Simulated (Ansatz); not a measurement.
**W2CCl2 MXene monolayer in a perpendicular field**

What dipole does a perpendicular field induce in the W2CCl2 MXene monolayer? A positive field points along +c.

Method: plane-wave DFT, PBE-D3(BJ), Ansatz PAW, in Ansatz 0.2.0.

## Step 1: The structure

The cell holds 5 atoms: 2 Cl, 2 W and 1 C. Cell: a = 3.125 Å, b = 3.125 Å, c = 42.763 Å, α = 90.0°, β = 90.0°, γ = 120.0°. Vacuum lies along c.

## Step 2: Relaxing the slab

The starting cell is a guess, so the in-plane lattice and the atoms are relaxed first, with the slab cut off from its images along the normal.

The input, input.yaml:

```yaml
crystal:
  lattice:
    - [3.125408, 0.0, 0.0]
    - [-1.562704, 2.7066827252, 0.0]
    - [0.0, 0.0, 42.7631248253]
  atoms:
    - { symbol: Cl, position: [0.3333333333, 0.6666666667, 0.4314464875] }
    - { symbol: W, position: [0.6666666667, 0.3333333333, 0.4711620062] }
    - { symbol: C, position: [0.0, 0.0, 0.5] }
    - { symbol: W, position: [0.3333333333, 0.6666666667, 0.5288379938] }
    - { symbol: Cl, position: [0.6666666667, 0.3333333333, 0.5685535125] }
  periodic: [true, true, false]
kpoints:
  mp_grid: { grid: [12, 12, 1] }
hamiltonian:
  xc: pbe
  dispersion: d3bj
scf:
  occupations: { method: fermi_dirac, width: 0.05 }
  convergence: { dr2_threshold: 1.0e-09 }
relax:
  f_tol: 0.004
  max_steps: 90
  cell: {}
output:
  write_potential: true
  write_density: true
  volumetric_format: npy
```

Run with:

```console
$ ansatz run input.yaml --threads 2 --pin off --max-ram 3072MiB --backend cpu --events-out ev --progress --plain --runs-dir out
```

Numbers of over 12 decimals in the logs are rounded to 6 here.

The log of the run:

```text
Warning: relax.cell: scf.convergence.dr2_threshold = 1e-9 eV is looser than the 1.98697554066e-10 eV advised for a relaxation that steers and ends on the stress (1e-10 eV for each atom of the cell: 5, times the square of relax.cell.stress_2d_tol = 0.05 N/m over 15.9 Å (the atoms' height at the walk's start and 5 Å past either face), 3.152e-2 GPa, over a crystal's default 0.05). What an SCF threshold leaves in a stress goes as its square root, and in the free energy as the threshold itself, and one threshold admits the most on a small cell: [figures from the program's tests cut] Set scf.convergence.dr2_threshold to 1.98697554066e-10 eV or tighter. [rest of the remark cut]
Engine: ansatz 0.2.0, aarch64-unknown-linux-gnu
Pseudopotentials: kind: paw
Pseudopotential: Cl, paw, valence charge 7, recommended cutoff 420 eV (normal), Cl.paw.azcp
Pseudopotential: W, paw, valence charge 14, recommended cutoff 420 eV (normal), W.paw.azcp
Pseudopotential: C, paw, valence charge 4, recommended cutoff 420 eV (normal), C.paw.azcp
Functional definition: PBE
  parameter kappa = 0.804
  parameter beta = 0.066725
  exchange = pbe_x(kappa = kappa, mu = beta*pi^2/3)
  correlation = pbe_c(beta = beta)
Crystal: 5 atoms, lattice volume = 361.754 Å³
Basis set: ecut = 420 eV, 7031 PW (Γ), exchange–correlation on 48×48×576 points (8 copies of the dense FFT grid, shifted against one another)
Bands: 28, of which v1, the nominal top of the filled ones, is band 23 counted from 1 (22 counted from 0)
Symmetry: 12 space group operations
Space group: P-3m1 (ITA 164), of the structure as read, at distance tolerance 7.1e-5 Å
k-points: 19 of 144
Non-local potential: Cl, projectors of the file, l = 0: 2, l = 1: 2, l = 2: 2
Non-local potential: W, projectors of the file, l = 0: 3, l = 1: 2, l = 2: 2, l = 3: 1
Non-local potential: C, projectors of the file, l = 0: 2, l = 1: 2, l = 2: 1
PAW form: soft (Blöchl's): semilocal exchange-correlation on the pseudo side does not see the compensation charge
PAW one-centre angular grid: Cl, 110 points (default); XC on 64 Gauss nodes
PAW one-centre angular grid: W, 590 points (default); XC on 64 Gauss nodes
PAW one-centre angular grid: C, 110 points (default); XC on 64 Gauss nodes
Initial density: superposition of atomic densities (neutral atoms: chi_scale 0, normalization atom), corrected by the library's trained network
Initial wavefunctions: pseudopotential atomic-orbital guess
Functional: x = pbe(κ = 0.804, μ = 0.219515), c = pbe(β = 0.066725)
SCF iter   1: F=—  HF=-23180.853760 eV  |F-HF|=—  |Δ(HF+E_count)|=         —  Δρ=6.97e-3  dr2=8.99e-1  ethr=1.77e-3  ⟨swp⟩=14.0  Hψ=4150  notcnv=0
preconditioner: auto → LDOS  [metal: Δε(μ)=0.075 eV  Ē_g=8.820 eV  σ=0.050 eV  W_gap=0.36  n_scr=26 (ndim 8)  ℏωp=10.7 eV  f_vac=0.777  D(μ)=3.72/eV (n_scr^D=18)  β→1.0]
SCF iter   2: F=—  HF=-23180.739894 eV  |F-HF|=—  |Δ(HF+E_count)|=   1.14e-1  Δρ=2.44e-3  dr2=4.37e-2  ethr=1.77e-3  ⟨swp⟩=3.4  Hψ=1007  notcnv=0
SCF iter   3: F=—  HF=-23180.737135 eV  |F-HF|=—  |Δ(HF+E_count)|=   2.76e-3  Δρ=1.30e-3  dr2=1.47e-2  ethr=9.49e-5  ⟨swp⟩=3.2  Hψ=1289  notcnv=0
SCF iter   4: F=—  HF=-23180.735150 eV  |F-HF|=—  |Δ(HF+E_count)|=   1.98e-3  Δρ=4.54e-4  dr2=1.26e-3  ethr=3.20e-5  ⟨swp⟩=3.2  Hψ=1124  notcnv=0
SCF iter   5: F=—  HF=-23180.734855 eV  |F-HF|=—  |Δ(HF+E_count)|=   2.95e-4  Δρ=1.06e-4  dr2=6.54e-5  ethr=2.75e-6  ⟨swp⟩=3.5  Hψ=1259  notcnv=0
SCF iter   6: F=—  HF=-23180.734889 eV  |F-HF|=—  |Δ(HF+E_count)|=   3.37e-5  Δρ=2.83e-5  dr2=2.42e-6  ethr=1.42e-7  ⟨swp⟩=3.6  Hψ=1237  notcnv=0
SCF iter   7: F=—  HF=-23180.734886 eV  |F-HF|=—  |Δ(HF+E_count)|=   2.42e-6  Δρ=5.07e-6  dr2=7.81e-8  ethr=5.25e-9  ⟨swp⟩=3.7  Hψ=1382  notcnv=0
SCF iter   8: F=—  HF=-23180.734887 eV  |F-HF|=—  |Δ(HF+E_count)|=   1.92e-7  Δρ=1.32e-6  dr2=3.82e-9  ethr=1.70e-10  ⟨swp⟩=3.6  Hψ=1326  notcnv=0
SCF iter   9: F=-23180.734887 eV  HF=-23180.734887 eV  |F-HF|=6.34e-9  |Δ(HF+E_count)|=   4.11e-8  Δρ=3.07e-7  dr2=2.85e-10  ethr=2.17e-12  ⟨swp⟩=14.9  Hψ=5595  notcnv=0
SCF 1 converged in 9 iterations: F = -23180.734887 eV  dr2 = 2.85e-10
  greatest PAW one-centre occupation: 0.999 electrons in one spin orbital (limit 2), on the W atom at site 3 (counted from 0), in its partial waves of l = 0
relax step   1: F+E_penalty+E_count = -23180.73488674 eV  Δ(F+E_penalty+E_count) = +0.000e0 eV  max|allowed force component| = 1.909e0 eV/Å  Δτ_max = 0.0000 Å  P = -2.737 N/m  Ω = 361.754 Å³  fix = [c, alpha, beta]  reactions: c -0.000 N/m  (9 SCF iters, accepted)
Crystal: 5 atoms, lattice volume = 342.882 Å³
Basis set: ecut = 420 eV, 6671 PW (Γ), exchange–correlation on 48×48×576 points (8 copies of the dense FFT grid, shifted against one another)
Initial density: handed on by an earlier stage of this run
Initial wavefunctions: those handed on with the density
iter 1 solved again at ethr=7.15e-4 eV; its pass at ethr=3.10e-3 eV (dr2=3.29e-1 eV) is discarded
SCF iter   1: F=—  HF=-23181.181700 eV  |F-HF|=—  |Δ(HF+E_count)|=         —  Δρ=7.10e-3  dr2=3.32e-1  ethr=7.15e-4  ⟨swp⟩=1.9  Hψ=5060  notcnv=0
preconditioner: auto → LDOS  [metal: Δε(μ)=0.034 eV  Ē_g=8.867 eV  σ=0.050 eV  W_gap=0.16  n_scr=26 (ndim 8)  ℏωp=11.0 eV  f_vac=0.769  D(μ)=3.09/eV (n_scr^D=16)  β→1.0]
SCF iter   2: F=—  HF=-23181.135480 eV  |F-HF|=—  |Δ(HF+E_count)|=   4.62e-2  Δρ=2.39e-3  dr2=5.37e-2  ethr=7.15e-4  ⟨swp⟩=3.1  Hψ=975  notcnv=0
SCF iter   3: F=—  HF=-23181.129576 eV  |F-HF|=—  |Δ(HF+E_count)|=   5.90e-3  Δρ=1.68e-3  dr2=2.20e-2  ethr=1.17e-4  ⟨swp⟩=3.9  Hψ=1324  notcnv=0  defer=1
SCF iter   4: F=—  HF=-23181.125200 eV  |F-HF|=—  |Δ(HF+E_count)|=   4.38e-3  Δρ=3.75e-4  dr2=8.08e-4  ethr=4.79e-5  ⟨swp⟩=3.0  Hψ=1164  notcnv=0  defer=1
SCF iter   5: F=—  HF=-23181.125110 eV  |F-HF|=—  |Δ(HF+E_count)|=   8.95e-5  Δρ=1.09e-4  dr2=4.59e-5  ethr=1.76e-6  ⟨swp⟩=3.6  Hψ=1290  notcnv=0  defer=1
SCF iter   6: F=—  HF=-23181.125167 eV  |F-HF|=—  |Δ(HF+E_count)|=   5.64e-5  Δρ=2.07e-5  dr2=8.19e-7  ethr=9.99e-8  ⟨swp⟩=3.4  Hψ=1234  notcnv=0  defer=1
SCF iter   7: F=—  HF=-23181.125161 eV  |F-HF|=—  |Δ(HF+E_count)|=   5.75e-6  Δρ=5.71e-6  dr2=1.00e-7  ethr=1.78e-9  ⟨swp⟩=3.8  Hψ=1421  notcnv=0  defer=1
SCF iter   8: F=—  HF=-23181.125161 eV  |F-HF|=—  |Δ(HF+E_count)|=   3.42e-7  Δρ=9.67e-7  dr2=1.33e-9  ethr=2.18e-10  ⟨swp⟩=3.7  Hψ=1318  notcnv=0  defer=1
SCF iter   9: F=-23181.125161 eV  HF=-23181.125161 eV  |F-HF|=4.32e-9  |Δ(HF+E_count)|=   4.34e-8  Δρ=1.64e-7  dr2=5.38e-11  ethr=2.17e-12  ⟨swp⟩=14.4  Hψ=5386  notcnv=0
SCF 2 converged in 9 iterations: F = -23181.125161 eV  dr2 = 5.38e-11
[...]
relax step   6: F+E_penalty+E_count = -23181.63170855 eV  Δ(F+E_penalty+E_count) = -2.572e-1 eV  max|allowed force component| = 4.869e-1 eV/Å  Δτ_max = 0.0926 Å  P = +3.851 N/m  Ω = 373.365 Å³  energy of the carried Pulay correction = -1.588e-3 eV  fix = [c, alpha, beta]  reactions: c +0.000 N/m  (9 SCF iters, accepted)
relax step   7: F+E_penalty+E_count = -23181.77285584 eV  Δ(F+E_penalty+E_count) = -1.411e-1 eV  max|allowed force component| = 3.572e-1 eV/Å  Δτ_max = 0.1000 Å  P = +2.719 N/m  Ω = 386.753 Å³  energy of the carried Pulay correction = -3.358e-3 eV  fix = [c, alpha, beta]  reactions: c +0.000 N/m  (8 SCF iters, accepted)
relax step   8: F+E_penalty+E_count = -23181.94246438 eV  Δ(F+E_penalty+E_count) = -1.696e-1 eV  max|allowed force component| = 1.974e-1 eV/Å  Δτ_max = 0.1478 Å  P = +2.532 N/m  Ω = 407.472 Å³  energy of the carried Pulay correction = -5.976e-3 eV  fix = [c, alpha, beta]  reactions: c +0.000 N/m  (9 SCF iters, accepted)
relax step   9: F+E_penalty+E_count = -23181.91400015 eV  Δ(F+E_penalty+E_count) = +2.846e-2 eV  max|allowed force component| = 8.352e-1 eV/Å  Δτ_max = 0.0955 Å  P = -1.142 N/m  Ω = 425.186 Å³  energy of the carried Pulay correction = -8.106e-3 eV  fix = [c, alpha, beta]  (8 SCF iters, rejected (line search))
relax step  10: F+E_penalty+E_count = -23181.95833397 eV  Δ(F+E_penalty+E_count) = -1.587e-2 eV  max|allowed force component| = 1.825e-1 eV/Å  Δτ_max = 0.0450 Å  P = -0.132 N/m  Ω = 416.551 Å³  energy of the carried Pulay correction = -7.080e-3 eV  fix = [c, alpha, beta]  reactions: c -0.000 N/m  (7 SCF iters, accepted)
relax step  11: F+E_penalty+E_count = -23181.95949462 eV  Δ(F+E_penalty+E_count) = -1.161e-3 eV  max|allowed force component| = 1.222e-2 eV/Å  Δτ_max = 0.0076 Å  P = +0.002 N/m  Ω = 416.152 Å³  energy of the carried Pulay correction = -7.032e-3 eV  fix = [c, alpha, beta]  reactions: c +0.000 N/m  (8 SCF iters, accepted)
relax step  12: F+E_penalty+E_count = -23181.95950026 eV  Δ(F+E_penalty+E_count) = -5.644e-6 eV  max|allowed force component| = 1.748e-4 eV/Å  Δτ_max = 0.0006 Å  P = +0.001 N/m  Ω = 416.152 Å³  energy of the carried Pulay correction = -7.032e-3 eV  fix = [c, alpha, beta]  reactions: c +0.000 N/m  (6 SCF iters, accepted)
relax step  13: F+E_penalty+E_count = -23181.97271792 eV  Δ(F+E_penalty+E_count) = -1.322e-2 eV  max|allowed force component| = 2.021e-3 eV/Å  Δτ_max = 0.0000 Å  P = +0.168 N/m  Ω = 416.152 Å³  fix = [c, alpha, beta]  reactions: c +0.000 N/m  stress off target by 1.68e-1 N/m on what of the cell is left free  SCF on the basis re-selected at this cell (its energy is not comparable with the rows above)  (5 SCF iters)
relax step  14: F+E_penalty+E_count = -23181.97272373 eV  Δ(F+E_penalty+E_count) = -5.818e-6 eV  max|allowed force component| = 2.475e-4 eV/Å  Δτ_max = 0.0016 Å  P = +0.005 N/m  Ω = 416.705 Å³  energy of the carried Pulay correction = -6.701e-5 eV  fix = [c, alpha, beta]  reactions: c +0.000 N/m  (5 SCF iters, accepted)
iter 1 solved again at ethr=8.10e-8 eV; its pass at ethr=3.10e-3 eV (dr2=3.73e-5 eV) is discarded
SCF iter   1: F=—  HF=-23181.972622 eV  |F-HF|=—  |Δ(HF+E_count)|=         —  Δρ=1.11e-5  dr2=1.37e-8  ethr=8.10e-8  ⟨swp⟩=7.3  Hψ=7346  notcnv=0
preconditioner: auto → LDOS  [metal: Δε(μ)=0.067 eV  Ē_g=8.822 eV  σ=0.050 eV  W_gap=0.30  n_scr=24 (ndim 8)  ℏωp=10.0 eV  f_vac=0.790  D(μ)=2.37/eV (n_scr^D=12)  β→1.0]
SCF iter   2: F=—  HF=-23181.972797 eV  |F-HF|=—  |Δ(HF+E_count)|=   1.74e-4  Δρ=6.89e-7  dr2=1.32e-9  ethr=2.97e-11  ⟨swp⟩=6.6  Hψ=2282  notcnv=0
SCF iter   3: F=-23181.972797 eV  HF=-23181.972797 eV  |F-HF|=1.17e-7  |Δ(HF+E_count)|=   1.11e-7  Δρ=2.17e-7  dr2=2.94e-10  ethr=2.17e-12  ⟨swp⟩=21.1  Hψ=5845  notcnv=0
SCF 15 converged in 3 iterations: F = -23181.972797 eV  dr2 = 2.94e-10
relax step  15: F+E_penalty+E_count = -23181.97279675 eV  Δ(F+E_penalty+E_count) = -7.301e-5 eV  max|allowed force component| = 2.559e-4 eV/Å  Δτ_max = 0.0000 Å  P = +0.005 N/m  Ω = 416.705 Å³  fix = [c, alpha, beta]  reactions: c +0.000 N/m  stress off target by 4.82e-3 N/m on what of the cell is left free  SCF on the basis re-selected at this cell (its energy is not comparable with the rows above)  (3 SCF iters)
basis re-selected at this cell: Δ(F+E_penalty+E_count) = -7.301e-5 eV, ΔP = +0.000 N/m vs the last step (what re-selecting the basis moved, of the pressure what is left beyond the Pulay correction that the steps carried, after the strain that the cell walked since its last selection, with what the two solves' SCF thresholds leave and, on support functions, any second-order correction that the steps lacked; it is no m [...]
WARN: The input density's exchange-correlation potential varies sharply where the density is thin. Do not read a vacuum level from v_tot or v_xc, or from such a field of the output density. On a cell that repeats whose density bears no net charge and no dipole along the vacuum's axis use v_es (v_loc + v_h of the components); under efield.dipole_correction with no amplitude use v_es + v_field, which holds any external [...]
SCF converged after 3 iterations
Free energy (F): -23181.972797 eV
Harris-Foulkes:  -23181.972797 eV  (|F-HF|=1.17e-7)
Internal energy: -23181.953763 eV  (E = F + TS)
E sigma→0 (E₀):  -23181.963280 eV
Entropy (-TS):   -0.019034 eV (-3.807 meV/atom)
Fermi energy:    -3.971083 eV
--- Per-component energies (eV) ---
  E_band       = -1171.638697
  E_kinetic    = 1318.004307
  E_local      = -173080.840382  (includes V_loc(G=0)·N_el)
  E_nonlocal   = 87.302454
  E_hartree    = 85768.699331
  E_xc         = -796.656613
  E_vxc        = -781.991956  (∫ρ·V_xc dr)
  E_paw        = -18543.571549  (= ΣΔE_a)
  E_vpaw       = -251.511879  (= ΣTr[D̂ρ^β])
  E_aug_tail   = 0.000057  (compensation charges beyond the density's cutoff)
  E_ewald      = 82066.598717
  E_disp       = -1.490085  (pairwise vdW)
  E_smearing   = -0.019034  (= −TS)
  E_closure    = 0.000000  (closes the sum)
  Σ components = -23181.972797   (vs F -23181.972797, Δ=0.00e0)
--- Forces (eV/Å), atoms counted from 1 ---
  atom   1  Cl     0.00000000     0.00000000     0.00025589
  atom   2  W     -0.00000000    -0.00000000     0.00023245
  atom   3  C     -0.00000000    -0.00000000     0.00000000
  atom   4  W      0.00000000     0.00000000    -0.00023245
  atom   5  Cl    -0.00000000    -0.00000000    -0.00025589
  max |Σ_I F_I| component: 1.85e-17 eV/Å
--- 2D stress c σ (N/m, compression-positive) ---
        0.004823      -0.000000      -0.000000
       -0.000000       0.004823      -0.000000
       -0.000000      -0.000000       0.000000
  P = ½ c Tr σ = 0.0048 N/m
--- Band table (eV; the first three rows and the last of 19) ---
  k-point 0: bands = [... 19 lower, -7.6526, -7.3661, -7.3661, -4.1108, -3.5539, -3.2998, -3.2998, -2.4374, ... 1 higher]
  k-point 1: bands = [... 19 lower, -7.9330, -7.2759, -7.0694, -4.1706, -3.7159, -3.2918, -2.9004, -2.4420, ... 1 higher]
  k-point 2: bands = [... 19 lower, -8.2084, -7.4419, -6.6449, -4.4381, -3.8894, -3.2648, -2.4121, -2.0714, ... 1 higher]
  k-point 18: bands = [... 19 lower, -8.4865, -6.0758, -5.9403, -5.9403, -2.7656, -2.7656, -2.4031, -0.9193, ... 1 higher]
  the weakly bound empty levels are not read free of the cell's end (no_gap_told)
--- Relaxed structure (13 steps of the walk, 11 accepted, 2 SCFs on fresh bases) ---
  F+E_penalty+E_count = -23181.97279675 eV   max|allowed force component| = 2.559e-4 eV/Å   (the final SCF, on the basis selected at the relaxed cell)
  cell:  # Å, volume = 416.7046 Å³
    - [3.354394, 0.0, 0]
    - [-1.677197, 2.904991, 0]
    - [0, 0, 42.7631248253]
  atoms:
    - { symbol: Cl, position: [0.333333, 0.666667, 0.436261] }
    - { symbol: W, position: [0.666667, 0.333333, 0.478487] }
    - { symbol: C, position: [0, 0, 0.5] }
    - { symbol: W, position: [0.333333, 0.666667, 0.521513] }
    - { symbol: Cl, position: [0.666667, 0.333333, 0.563739] }
```

Elapsed: 1.8 min, on 2 threads of Arm Neoverse V2, shared host; peak memory 0.69 GiB.

Relaxation path:

```csv
step,energy less that of the first step (eV),largest force component (eV/Å),volume (Å³)
1,0.0000,1.9089,361.75
2,-0.3903,0.4518,342.88
3,-0.4070,0.2574,343.65
4,-0.6396,0.8129,356.05
5,-0.4198,4.1215,378.47
6,-0.8968,0.4869,373.36
7,-1.0380,0.3572,386.75
8,-1.2076,0.1974,407.47
9,-1.1791,0.8352,425.19
10,-1.2234,0.1825,416.55
11,-1.2246,0.0122,416.15
12,-1.2246,0.0002,416.15
13*,-1.2378,0.0020,416.15
14,-1.2378,0.0002,416.70
15*,-1.2379,0.0003,416.70
```

Relaxation steps marked * repeat the geometry before them on a plane-wave basis chosen anew for their cell, so energy and pressure can jump there. Relaxation steps 5, 9 were tried and not accepted.

Forces are held to the 12 operations that the run works with; a distortion that breaks them can't arise in this run.

```csv
cell as run,before,after,change
a (Å),3.125,3.354,+7.3 %
b (Å),3.125,3.354,+7.3 %
```

The atoms that moved most (Å, along periodic axes as changes of fractional coordinates times the final cell, across vacuum about the mean position):

```csv
atom,dx,dy,dz,length
W2,0.000,0.000,0.313,0.313
W4,0.000,0.000,-0.313,0.313
Cl5,0.000,0.000,-0.206,0.206
Cl1,0.000,0.000,0.206,0.206
```

The relaxed structure:

```xyz
5
Lattice="3.3544 0.0000 0.0000 -1.6772 2.9050 0.0000 0.0000 0.0000 42.7631" Properties=species:S:1:pos:R:3
Cl    0.0000    1.9367   18.6559
W     1.6772    0.9683   20.4616
C     0.0000    0.0000   21.3816
W     0.0000    1.9367   22.3015
Cl    1.6772    0.9683   24.1073
```

This step gave:

```
energy at zero smearing : -23181.9633 eV
```

The lattice constant a goes from 3.125 to 3.354 Å.

(Continued in part 2 of 2.)

[Logs are printed without paths, hosts, clocks, repeated set-up lines and the standing remarks that a program may print on its own settings, such as how far it seeks lower states.]

[Hosts, paths, dates, database ids (printed as entryN), source tags and the programs' standing remarks are cut or masked in the printed files.]

[Maps of the electrostatic potential energy from Ansatz leave out the sawtooth potential of an applied field or a dipole correction, so their vacuum need not be flat; planar profiles and work functions include it.]
